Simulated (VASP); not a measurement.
# Pd (Fm-3m) in VASP: settings compared

Aim: see how the results for Pd move with the level of theory and the settings. Levels: PBEsol, LDA, PBE, PBE+D3(BJ). Tasks: relaxation of cell and atoms.

Everything below comes from runs of VASP 6.6.1. Logs are shortened: lines on timing, memory, paths and dates and some standing lists are left out, and cuts for length are marked.

## 1. Starting point

It takes space group Fm-3m (No. 225, cubic). Conventional cell: a = 3.917 Å, b = 3.917 Å, c = 3.917 Å, α = 90.00°, β = 90.00°, γ = 90.00°. Pd (site symmetry m-3m) has 12 Pd at 2.77 Å as nearest neighbours.

## 2. Relaxation of cell and atoms, PBEsol

Contents of INCAR:

```
ALGO = Normal ; EDIFF = 1E-7
EDIFFG = -0.005 ; ENCUT = 600
GGA = PS ; IBRION = 2
ISIF = 3 ; ISMEAR = 0
LASPH = True ; LCHARG = False
LREAL = False ; LWAVE = False
NELM = 60 ; NSW = 90
PREC = Accurate ; SIGMA = 0.1
```

Contents of KPOINTS:

```
k-points
0
Gamma
  18 18 18
```

Contents of POSCAR:

```
Pd
1.0
    0.0000000000      1.9586507900      1.9586507900
    1.9586507900      0.0000000000      1.9586507900
    1.9586507900      1.9586507900      0.0000000000
Pd
1
Direct
    0.0000000000      0.0000000000      0.0000000000
```

Potentials or basis: VASP PAW PBE potentials, release 64 (Pd).

Run with:

```
> cat potpaw_PBE.64/Pd/POTCAR > POTCAR
> mpirun -np 1 vasp_std > vasp.out
```

OUTCAR:

```text
EDIFF = 1E-7
   EDIFFG = -0.005
   ENCUT = 600
   GGA = PS
   IBRION = 2
   ISIF = 3
   ISMEAR = 0
   LASPH = True
   LREAL = False
   NELM = 60
   NSW = 90
   PREC = Accurate

 ion  position               nearest neighbor table
   1  0.000  0.000  0.000-

  LATTYP: Found a face centered cubic cell.
 ALAT       =     3.9173015800

  Lattice vectors:

 A1 = (   0.0000000000,   1.9586507900,   1.9586507900)
 A2 = (   1.9586507900,   0.0000000000,   1.9586507900)
 A3 = (   1.9586507900,   1.9586507900,   0.0000000000)

Analysis of symmetry for initial positions (statically):
=====================================================================
 Subroutine PRICEL returns:
 Original cell was already a primitive cell.

 Routine SETGRP: Setting up the symmetry group for a
 face centered cubic supercell.

 Subroutine GETGRP returns: Found 48 space group operations
 (whereof 48 operations were pure point group operations)
 out of a pool of 48 trial point group operations.

The static configuration has the point symmetry O_h .

Analysis of symmetry for dynamics (positions and initial velocities):
=====================================================================
 Subroutine PRICEL returns:
 Original cell was already a primitive cell.

 Routine SETGRP: Setting up the symmetry group for a
 face centered cubic supercell.

 Subroutine GETGRP returns: Found 48 space group operations
 (whereof 48 operations were pure point group operations)
 out of a pool of 48 trial point group operations.

The dynamic configuration has the point symmetry O_h .

 Subroutine INISYM returns: Found 48 space group operations
 (whereof 48 operations are pure point group operations),
 and found     1 'primitive' translations

----------------------------------------------------------------------------------------

                                     Primitive cell

  volume of cell :      15.0280

  direct lattice vectors                    reciprocal lattice vectors
     0.000000000  1.958650790  1.958650790    -0.255277767  0.255277767  0.255277767
     1.958650790  0.000000000  1.958650790     0.255277767 -0.255277767  0.255277767
     1.958650790  1.958650790  0.000000000     0.255277767  0.255277767 -0.255277767

  length of vectors
     2.769950511  2.769950511  2.769950511     0.442154062  0.442154062  0.442154062

  position of ions in fractional coordinates (direct lattice)
     0.000000000  0.000000000  0.000000000

  ion indices of the primitive-cell ions
   primitive index   ion index
                 1           1

----------------------------------------------------------------------------------------

 KPOINTS: k-points

Automatic generation of k-mesh.
 Grid dimensions read from file:
 generate k-points for:   18   18   18

 Generating k-lattice:

  Cartesian coordinates                     Fractional coordinates (reciprocal lattice)
    -0.014182098  0.014182098  0.014182098     0.055555556  0.000000000  0.000000000
     0.014182098 -0.014182098  0.014182098     0.000000000  0.055555556  0.000000000
     0.014182098  0.014182098 -0.014182098     0.000000000  0.000000000  0.055555556

  Length of vectors
     0.024564115  0.024564115  0.024564115

  Shift w.r.t. Gamma in fractional coordinates (k-lattice)
     0.000000000  0.000000000  0.000000000

 Subroutine IBZKPT returns following result:
 ===========================================

 Found    195 irreducible k-points:

 Following reciprocal coordinates:
            Coordinates               Weight
  0.000000  0.000000  0.000000      1.000000
  0.055556  0.000000  0.000000      8.000000
  0.111111  0.000000  0.000000      8.000000
  0.166667  0.000000  0.000000      8.000000
  0.222222  0.000000  0.000000      8.000000
  0.277778  0.000000  0.000000      8.000000
[... 16 lines left out ...]
 -0.277778  0.055556  0.000000     24.000000
 -0.222222  0.055556  0.000000     24.000000
 [... further k-points ...]
   k-points           NKPTS =    195   k-points in BZ     NKDIM =    195   number of bands    NBANDS=      9
   number of dos      NEDOS =    301   number of ions     NIONS =      1
   total plane-waves  NPLWV =  13824
   dimension x,y,z NGX =    24 NGY =   24 NGZ =   24
   dimension x,y,z NGXF=    48 NGYF=   48 NGZF=   48
   ions per type =               1
   NGX,Y,Z   is equivalent  to a cutoff of  14.40, 14.40, 14.40 a.u.
   NGXF,Y,Z  is equivalent  to a cutoff of  28.81, 28.81, 28.81 a.u.
 SYSTEM =  unknown system
   PREC   = accura    normal or accurate (medium, high low for compatibility)
   ISTART =      0    job   : 0-new  1-cont  2-samecut
   ICHARG =      2    charge: 1-file 2-atom 10-const
   ISPIN  =      1    spin polarized calculation?
   LNONCOLLINEAR =      F non collinear calculations
   LSORBIT =      F    spin-orbit coupling
   LASPH  =      T    aspherical Exc in radial PAW
   ENCUT  =  600.0 eV  44.10 Ry    6.64 a.u.   5.53  5.53  5.53*2*pi/ulx,y,z
   NELM   =     60;   NELMIN=  2; NELMDL= -5     # of ELM steps
   EDIFF  = 0.1E-06   stopping-criterion for ELM
   LREAL  =      F    real-space projection
   EDIFFG = -.5E-02   stopping-criterion for IOM
   NSW    =     90    number of steps for IOM
   IBRION =      2    ionic relax: 0-MD 1-quasi-New 2-CG
   NFREE  =      1    steps in history (QN), initial steepest desc. (CG)
   ISIF   =      3    stress and relaxation
   ISYM   =      2    0-nonsym 1-usesym 2-fastsym
   POTIM  = 0.5000    time-step for ionic-motion
   TEBEG  =    0.0;   TEEND  =   0.0 temperature during run
   PSTRESS=    0.0 pullay stress
   NELECT =      10.0000    total number of electrons
   NUPDOWN=      -1.0000    fix difference up-down
   EMIN   =  10.00;   EMAX   =-10.00  energy-range for DOS
   EFERMI =   0.00;   METHOD = LEGACY
   ISMEAR =     0;   SIGMA  =   0.10  broadening in eV -4-tet -1-fermi 0-gaus
   EFERMI_NEDOS =   21; number of points for ismear=-14 and -15
   IALGO  =     38    algorithm
   IMIX   =      4    mixing-type and parameters
     AMIX     =   0.40;   BMIX     =  1.00
     AMIX_MAG =   1.60;   BMIX_MAG =  1.00
  volume/ion in A,a.u.               =      15.03       101.41
  Fermi-wavevector in a.u.,A,eV,Ry     =   1.429249  2.700889 27.793328  2.042752
  Thomas-Fermi vector in A             =   2.549223
   LORBIT       =      0    0 simple, 1 ext, 2 COOP (PROOUT), +10 PAW based schemes
   GGA     = PS    functional components
   LHFCALC =     F    Hartree Fock is set to
   AEXX    =    0.0000 exact exchange contribution
   IVDW    =     0    specifies the selected vdW correction
   LEPSILON=     F    determine dielectric tensor
   LRPA    =     F    only Hartree local field effects (RPA)
 conjugate gradient relaxation of ions
 non-spin polarized calculation
 Gauss-broadening in eV      SIGMA  =   0.10
  energy-cutoff  :      600.00
  volume of cell :       15.03
 maximum number of plane-waves:       531
 NGX is ok and might be reduce to    24
   NGX = 11   NGY = 11   NGZ = 11

--------------------------------------- Ionic step        1  -------------------------------------------

 number of electron      10.0000000 magnetization

 number of electron       9.9999999 magnetization

 Free energy of the ion-electron system (eV)
  ---------------------------------------------------
  ext. energy  EPLUGINS =         0.00000000
  ---------------------------------------------------
  free energy    TOTEN  =        -5.95968182 eV

  energy without entropy =       -5.94764288  energy(sigma->0) =       -5.95366235

------------------------ aborting loop because EDIFF is reached ----------------------------------------

  FORCE on cell =-STRESS in cart. coord.  units (eV):
  Direction    XX          YY          ZZ          XY          YZ          ZX
  --------------------------------------------------------------------------------------
  -------------------------------------------------------------------------------------
  Total       -0.6031298     -0.6031298     -0.6031298      0.0000000      0.0000000      0.0000000
  in kB      -64.3013838    -64.3013838    -64.3013838      0.0000000      0.0000000      0.0000000
  external PRESSURE =     -64.3013838 kB  Pullay stress =       0.0000000 kB
[... 20 lines left out ...]
  energy  without entropy=       -5.9476428822  energy(sigma->0) =       -5.95366235

--------------------------------------- Ionic step        2  -------------------------------------------

 number of electron      10.0000001 magnetization

 E-fermi :  10.8614     XC(G=0): -13.8188

 val. band max:       10.8551339335   @ k =  -0.3333   0.0556   0.0000
 cond. band min:      10.8620288561   @ k =  -0.4444   0.3889   0.1111
 fundamental gap:      0.0068949227
 Fermi energy:        10.8614194619

 k-point     1 :       0.0000    0.0000    0.0000
  band No.  band energies     occupation
      1       3.0518      2.00000
      2       7.6606      2.00000
      3       7.6606      2.00000
      4       7.6606      2.00000
      5       9.4906      2.00000
      6       9.4906      2.00000
      7      27.9845      0.00000
      8      33.1606      0.00000
      9      33.1606      0.00000
[... 343 lines left out ...]
  energy  without entropy=       -5.9587721357  energy(sigma->0) =       -5.96451280

--------------------------------------- Ionic step        4  -------------------------------------------

 number of electron      10.0000000 magnetization

 Free energy of the ion-electron system (eV)
  ---------------------------------------------------
  ext. energy  EPLUGINS =         0.00000000
  ---------------------------------------------------
  free energy    TOTEN  =        -5.97025566 eV

  energy without entropy =       -5.95878566  energy(sigma->0) =       -5.96452066

 E-fermi :   9.8937     XC(G=0): -13.4788

 val. band max:        9.8924942751   @ k =  -0.4444   0.3889   0.1111
 cond. band min:       9.8944004664   @ k =   0.5000   0.1111   0.0000
 fundamental gap:      0.0019061914
 Fermi energy:         9.8936610449

 k-point     1 :       0.0000    0.0000    0.0000
  band No.  band energies     occupation
      1       2.5266      2.00000
      2       6.9624      2.00000
      3       6.9624      2.00000
      4       6.9624      2.00000
      5       8.6384      2.00000
      6       8.6384      2.00000
      7      27.0238      0.00000
      8      31.8852      0.00000
      9      31.8852      0.00000
[... 304 lines left out ...]
  FREE ENERGIE OF THE ION-ELECTRON SYSTEM (eV)
  ---------------------------------------------------
  free  energy   TOTEN  =        -5.9702556611 eV

  energy  without entropy=       -5.9587856602  energy(sigma->0) =       -5.96452066

 reached required accuracy - stopping structural energy minimisation
```

Wall time 33 s (1 thread of Intel Xeon 6975P-C (Granite Rapids), shared host); peak memory 0.17 GiB.

What came out:

* Free energy: -5.9703 eV
* Relaxed volume: 14.52 Å³/atom
* Relaxed cell: a = 2.738 Å, b = 2.738 Å, c = 2.738 Å, α = 60.00°, β = 60.00°, γ = 60.00°
* Space group after relaxing (to 0.05 Å): Fm-3m (No. 225)
* Energy gained by relaxing: 10.6 meV/atom
* Ionic steps: 4
* Pressure after relaxing: 0.0 GPa
* Band gap on the k mesh: none (metal or under the smearing width)

Step by step:
| step | energy change (eV) | largest force (eV/Å) | pressure (GPa) | volume (Å³) |
| --- | --- | --- | --- | --- |
| 1 | 0.0000 | 0.0000 | -6.43 | 15.03 |
| 2 | 0.0186 | 0.0000 | 12.95 | 13.75 |
| 3 | -0.0106 | 0.0000 | -0.10 | 14.53 |
| 4 | -0.0106 | 0.0000 | 0.04 | 14.52 |

Final structure:
```cif
data_structure
_symmetry_space_group_name_H-M 'P 1'
_symmetry_Int_Tables_number 1
_cell_length_a 2.7383
_cell_length_b 2.7383
_cell_length_c 2.7383
_cell_angle_alpha 60.000
_cell_angle_beta 60.000
_cell_angle_gamma 60.000
_cell_volume 14.52
loop_
_atom_site_label
_atom_site_type_symbol
_atom_site_fract_x
_atom_site_fract_y
_atom_site_fract_z
_atom_site_occupancy
Pd1 Pd 0.00000 0.00000 0.00000 1
```

Caveat: the PAW data sets were made with another functional, which shifts forces and pressure a little.

## 3. Relaxation of cell and atoms, LDA

Edit INCAR of step 2 so:

```diff
@@ -2,3 +2,3 @@
 EDIFFG = -0.005 ; ENCUT = 600
-GGA = PS ; IBRION = 2
+GGA = CA ; IBRION = 2
 ISIF = 3 ; ISMEAR = 0
```

KPOINTS is that of step 2.

POSCAR is that of step 2.

Potentials or basis: VASP PAW LDA potentials, release 64 (Pd).

Run with:

```
> cat potpaw_LDA.64/Pd/POTCAR > POTCAR
> mpirun -np 1 vasp_std > vasp.out
```

OUTCAR:

```text
EDIFF = 1E-7
   EDIFFG = -0.005
   ENCUT = 600
   GGA = CA
   IBRION = 2
   ISIF = 3
   ISMEAR = 0
   LASPH = True
   LREAL = False
   NELM = 60
   NSW = 90
   PREC = Accurate

 ion  position               nearest neighbor table
   1  0.000  0.000  0.000-

  LATTYP: Found a face centered cubic cell.
 ALAT       =     3.9173015800

  Lattice vectors:

 A1 = (   0.0000000000,   1.9586507900,   1.9586507900)
 A2 = (   1.9586507900,   0.0000000000,   1.9586507900)
 A3 = (   1.9586507900,   1.9586507900,   0.0000000000)

Analysis of symmetry for initial positions (statically):
=====================================================================
 Subroutine PRICEL returns:
 Original cell was already a primitive cell.

 Routine SETGRP: Setting up the symmetry group for a
 face centered cubic supercell.

 Subroutine GETGRP returns: Found 48 space group operations
 (whereof 48 operations were pure point group operations)
 out of a pool of 48 trial point group operations.

The static configuration has the point symmetry O_h .

Analysis of symmetry for dynamics (positions and initial velocities):
=====================================================================
 Subroutine PRICEL returns:
 Original cell was already a primitive cell.

 Routine SETGRP: Setting up the symmetry group for a
 face centered cubic supercell.

 Subroutine GETGRP returns: Found 48 space group operations
 (whereof 48 operations were pure point group operations)
 out of a pool of 48 trial point group operations.

The dynamic configuration has the point symmetry O_h .

 Subroutine INISYM returns: Found 48 space group operations
 (whereof 48 operations are pure point group operations),
 and found     1 'primitive' translations

----------------------------------------------------------------------------------------

                                     Primitive cell

  volume of cell :      15.0280

  direct lattice vectors                    reciprocal lattice vectors
[... 95 lines left out ...]
   PSTRESS=    0.0 pullay stress
   NELECT =      10.0000    total number of electrons
   NUPDOWN=      -1.0000    fix difference up-down
   EMIN   =  10.00;   EMAX   =-10.00  energy-range for DOS
   EFERMI =   0.00;   METHOD = LEGACY
   ISMEAR =     0;   SIGMA  =   0.10  broadening in eV -4-tet -1-fermi 0-gaus
   EFERMI_NEDOS =   21; number of points for ismear=-14 and -15
   IALGO  =     38    algorithm
   IMIX   =      4    mixing-type and parameters
     AMIX     =   0.40;   BMIX     =  1.00
     AMIX_MAG =   1.60;   BMIX_MAG =  1.00
  volume/ion in A,a.u.               =      15.03       101.41
  Fermi-wavevector in a.u.,A,eV,Ry     =   1.429249  2.700889 27.793328  2.042752
  Thomas-Fermi vector in A             =   2.549223
   LORBIT       =      0    0 simple, 1 ext, 2 COOP (PROOUT), +10 PAW based schemes
   GGA     = CA    functional components
   LHFCALC =     F    Hartree Fock is set to
   AEXX    =    0.0000 exact exchange contribution
   IVDW    =     0    specifies the selected vdW correction
   LEPSILON=     F    determine dielectric tensor
   LRPA    =     F    only Hartree local field effects (RPA)
 conjugate gradient relaxation of ions
 non-spin polarized calculation
 Gauss-broadening in eV      SIGMA  =   0.10
  energy-cutoff  :      600.00
  volume of cell :       15.03
 maximum number of plane-waves:       531
 NGX is ok and might be reduce to    24
   NGX = 11   NGY = 11   NGZ = 11

--------------------------------------- Ionic step        1  -------------------------------------------

 number of electron      10.0000000 magnetization

 number of electron       9.9999999 magnetization

 Free energy of the ion-electron system (eV)
  ---------------------------------------------------
  ext. energy  EPLUGINS =         0.00000000
  ---------------------------------------------------
  free energy    TOTEN  =        -6.47088409 eV

  energy without entropy =       -6.45884649  energy(sigma->0) =       -6.46486529

 E-fermi :   9.2737     XC(G=0): -13.4034

 val. band max:        9.2735131549   @ k =   0.5000   0.1111   0.0000
 cond. band min:       9.2739265797   @ k =   0.5000   0.4444   0.0000
 fundamental gap:      0.0004134248
 Fermi energy:         9.2737020376

 k-point     1 :       0.0000    0.0000    0.0000
  band No.  band energies     occupation
      1       2.1817      2.00000
      2       6.4867      2.00000
      3       6.4867      2.00000
      4       6.4867      2.00000
      5       8.0849      2.00000
      6       8.0849      2.00000
      7      26.3993      0.00000
      8      31.0097      0.00000
      9      31.0097      0.00000
[... 485 lines left out ...]
--------------------------------------- Ionic step        7  -------------------------------------------

 number of electron      10.0000002 magnetization

 Free energy of the ion-electron system (eV)
  ---------------------------------------------------
  ext. energy  EPLUGINS =         0.00000000
  ---------------------------------------------------
  free energy    TOTEN  =        -6.50407490 eV

  energy without entropy =       -6.49301991  energy(sigma->0) =       -6.49854740

 E-fermi :  10.3121     XC(G=0): -13.7675

 val. band max:       10.3102187525   @ k =  -0.4444   0.3889   0.1111
 cond. band min:      10.3157560775   @ k =   0.5000   0.1111   0.0000
 fundamental gap:      0.0055373250
 Fermi energy:        10.3121008420

 k-point     1 :       0.0000    0.0000    0.0000
  band No.  band energies     occupation
      1       2.7480      2.00000
      2       7.2428      2.00000
      3       7.2428      2.00000
      4       7.2428      2.00000
      5       9.0025      2.00000
      6       9.0025      2.00000
      7      27.4445      0.00000
      8      32.4000      0.00000
      9      32.4000      0.00000
[... 304 lines left out ...]
  FREE ENERGIE OF THE ION-ELECTRON SYSTEM (eV)
  ---------------------------------------------------
  free  energy   TOTEN  =        -6.5040748970 eV

  energy  without entropy=       -6.4930199095  energy(sigma->0) =       -6.49854740

 reached required accuracy - stopping structural energy minimisation
```

Run time: 41 s. Hardware: 1 thread of Intel Xeon 6975P-C (Granite Rapids), shared host; peak memory 0.16 GiB.

Results:

```
Free energy                            : -6.5041 eV
Relaxed volume                         : 14.16 Å³/atom
Relaxed cell                           : a = 2.716 Å, b = 2.716 Å, c = 2.716 Å, α = 60.00°, β = 60.00°, γ = 60.00°
Space group after relaxing (to 0.05 Å) : Fm-3m (No. 225)
Energy gained by relaxing              : 33.2 meV/atom
Ionic steps                            : 7
Pressure after relaxing                : 0.0 GPa
Band gap on the k mesh                 : none (metal or under the smearing width)
```

Step by step:
```tsv
step	energy change (eV)	largest force (eV/Å)	pressure (GPa)	volume (Å³)
1	0.0000	0.0000	-11.51	15.03
2	0.0822	0.0000	30.18	12.80
3	-0.0332	0.0000	-0.40	14.19
4	-0.0332	0.0000	-0.08	14.17
5	-0.0332	0.0000	0.19	14.15
6	-0.0332	0.0000	-0.28	14.18
7	-0.0332	0.0000	0.00	14.16
```

Final structure:
```yaml
crystal:
  lattice:
    - [0.00000, 1.92024, 1.92024]
    - [1.92024, 0.00000, 1.92024]
    - [1.92024, 1.92024, 0.00000]
  atoms:
    - { symbol: Pd, position: [0.00000, 0.00000, 0.00000] }
```

Levels at points of the mesh, in eV from the Fermi level:
```tsv
k point	band 1	band 2	band 3	band 4	band 5	band 6	band 7	band 8	band 9
(0.00, 0.00, 0.00)	-7.56	-3.07	-3.07	-3.07	-1.31	-1.31	17.13	22.09	22.09
(0.50, 0.00, 0.00)	-5.69	-3.11	-3.11	-0.02	-0.02	0.85	7.58	16.52	21.31
(0.50, 0.50, 0.00)	-5.79	-5.50	-0.04	0.32	0.32	3.24	11.15	13.28	13.28
```

[end of part 1 of 2]
